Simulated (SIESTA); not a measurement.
Runs of SIESTA 5.4.2 on Ag. Symmetry: Fm-3m, No. 225, cubic system. Conventional cell: a = 4.085 Å, b = 4.085 Å, c = 4.085 Å, α = 90.00°, β = 90.00°, γ = 90.00°. Ag (site symmetry m-3m) has 12 Ag at 2.89 Å as nearest neighbours. 

```tsv
level	potentials or basis	spin	k mesh	energy shift	gap on the mesh (eV)	pressure (GPa)
LDA	PseudoDojo 0.4 standard (LDA files), DZP (energy shift 0.002 Ry)	off	11 × 11 × 11	0.002 Ry	none	(b)
BLYP	PseudoDojo 0.4 standard (PBE files), DZP (energy shift 0.002 Ry)	off	11 × 11 × 11	0.002 Ry	none	12.7
PBE	PseudoDojo 0.4 standard (PBE files), DZP (energy shift 0.002 Ry)	off	11 × 11 × 11	0.002 Ry	none	(a)
PBE	PseudoDojo 0.4 standard (PBE files, fully relativistic), DZP (energy shift 0.002 Ry)	non-collinear, zero start, SOC	8 × 8 × 8	0.002 Ry	none	5.8
PBE	PseudoDojo 0.4 standard (PBE files), DZP (energy shift 0.01 Ry)	off	11 × 11 × 11	0.01 Ry	none	3.0
PBE	PseudoDojo 0.4 standard (PBE files), TZP (energy shift 0.01 Ry)	off	11 × 11 × 11	0.01 Ry	none	2.8
AM05	PseudoDojo 0.4 standard (PBEsol files), DZP (energy shift 0.002 Ry)	off	11 × 11 × 11	0.002 Ry	none	-1.7
```

Alike in all rows: task band structure; cell as given; smearing fermi-dirac 0.05 eV; grid cutoff 800 Ry.

Estimate the missing entries.

(a) 5.5; (b) -6.8.

Caveats: semicore shells carry a single zeta, which can move pressures by several GPa and volumes by a few percent; the basis of atomic orbitals isn't converged, which shifts pressures, moduli and gaps; the potentials were made for another functional, which shifts forces and pressure (some runs).

A k mesh can miss the band edges, and rows without SOC leave out spin-orbit coupling on Ag.

A gap of «none» marks a metal or a gap under the smearing width.
